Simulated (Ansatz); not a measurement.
Starting structure, (111) slab as cut from the bulk (C, Fmmm (No. 69), (1 1 1) face):

```yaml
crystal:
  lattice:
    - [2.45883, 0.00000, 0.00000]
    - [0.61472, 3.84180, 0.00000]
    - [0.00000, 0.00000, 25.91219]
  atoms:
    - { symbol: C, position: [0.71805, 0.12800, 0.28944] }
    - { symbol: C, position: [0.20516, 0.17922, 0.31576] }
    - { symbol: C, position: [0.17966, 0.28162, 0.36840] }
    - { symbol: C, position: [0.66677, 0.33283, 0.39472] }
    - { symbol: C, position: [0.64126, 0.43523, 0.44736] }
    - { symbol: C, position: [0.12837, 0.48644, 0.47368] }
    - { symbol: C, position: [0.10287, 0.58884, 0.52632] }
    - { symbol: C, position: [0.58998, 0.64005, 0.55264] }
    - { symbol: C, position: [0.56448, 0.74245, 0.60528] }
    - { symbol: C, position: [0.05159, 0.79366, 0.63160] }
    - { symbol: C, position: [0.02608, 0.89606, 0.68424] }
    - { symbol: C, position: [0.51319, 0.94727, 0.71056] }
```

These are results of Ansatz 0.2.0, DFT PBEsol, scalar-relativistic, plane waves, PAW, not measurements. Cutoff 420 eV; k points 11×7×1 on the computed 12-atom cell (Γ-centred); Gaussian smearing, width 0.05 eV; no spin polarisation. The cell repeats along c with a dipole correction in the vacuum.

All atoms are free. The cell is fixed. Force threshold 0.02 eV/Å.

**Question.** Where does it end?

**Answer.** The energy falls by 0.247 eV in 9 steps, to:

```yaml
crystal:
  lattice:
    - [2.45883, 0.00000, 0.00000]
    - [0.61472, 3.84180, 0.00000]
    - [0.00000, 0.00000, 25.91219]
  atoms:
    - { symbol: C, position: [0.73102, 0.07405, 0.29394] }
    - { symbol: C, position: [0.21781, 0.12716, 0.31615] }
    - { symbol: C, position: [0.18727, 0.25005, 0.36997] }
    - { symbol: C, position: [0.67301, 0.30715, 0.39540] }
    - { symbol: C, position: [0.64403, 0.42356, 0.44792] }
    - { symbol: C, position: [0.12989, 0.48027, 0.47378] }
    - { symbol: C, position: [0.10137, 0.59496, 0.52622] }
    - { symbol: C, position: [0.58722, 0.65167, 0.55208] }
    - { symbol: C, position: [0.55824, 0.76811, 0.60460] }
    - { symbol: C, position: [0.04398, 0.82523, 0.63003] }
    - { symbol: C, position: [0.01342, 0.94816, 0.68384] }
    - { symbol: C, position: [0.50020, 0.00130, 0.70606] }
```

The reference crystal is a form of C, which isn't its usual structure.

Cost: 1 run of about 6.4 core-minutes, on Intel Xeon Platinum 8259CL (Skylake/Cascade Lake) (shared hosts).